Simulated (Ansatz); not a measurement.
The system is I.

```
CELL_PARAMETERS angstrom
3.63503 -2.39502 0.00000
3.63503 2.39502 0.00000
0.00000 0.00000 9.79344
ATOMIC_POSITIONS crystal
I 0.64930 0.35070 0.38440
I 0.14930 0.85070 0.11560
I 0.35070 0.64930 0.61560
I 0.85070 0.14930 0.88440
```

```yaml
Program: Ansatz 0.2.0
Task: single point
Functional: PBEsol
Potentials_or_basis: Ansatz PAW
Cutoff: "420 eV (not typed: the program's choice for these potentials)"
k_mesh: 7 × 7 × 3
Occupations: fermi-dirac, width 0.05 eV
Spin: no spin polarisation
```

On this cell: pressure 0.1 GPa; largest force 0.763 eV/Å; band gap on the k mesh 1.28 eV, indirect (least direct gap 1.36 eV).

The same run follows on a disturbed copy (atoms moved at random, drawn with an rms of 0.05 Å):

```xyz
4
Lattice="3.6350 -2.3950 0.0000 3.6350 2.3950 0.0000 0.0000 0.0000 9.7934" Properties=species:S:1:pos:R:3 pbc="T T T"
I     3.6359   -0.7347    3.7504
I     3.6085    1.6478    1.1127
I     3.6783    0.6668    6.0276
I     3.6349   -1.6587    8.6397
```

Q: What does the disturbed cell give?

A: The energy moves by -3.1 meV/atom; pressure -0.1 GPa; largest force 0.823 eV/Å; band gap on the k mesh 1.24 eV, indirect (least direct gap 1.33 eV).

Forces in eV/Å, atoms in the order of the input:
```
I   -0.003 -0.396 -0.722
I    0.010 -0.144  0.487
I   -0.013  0.381  0.711
I    0.006  0.158 -0.476
```

Stress tensor (GPa, compression positive):
```
 0.01  0.01  0.02
 0.01 -0.63  0.38
 0.02  0.38  0.21
```

Caveats: odd divisions of the mesh miss points on the zone boundary, where band edges often lie, so the gap on the mesh can be too wide; spin-orbit coupling is left out, which moves the levels of the heavy elements; the PAW data sets come from PBE, with cores solved anew for the run's functional, which leaves a small shift of forces and pressure.

A k mesh can miss the band edges.
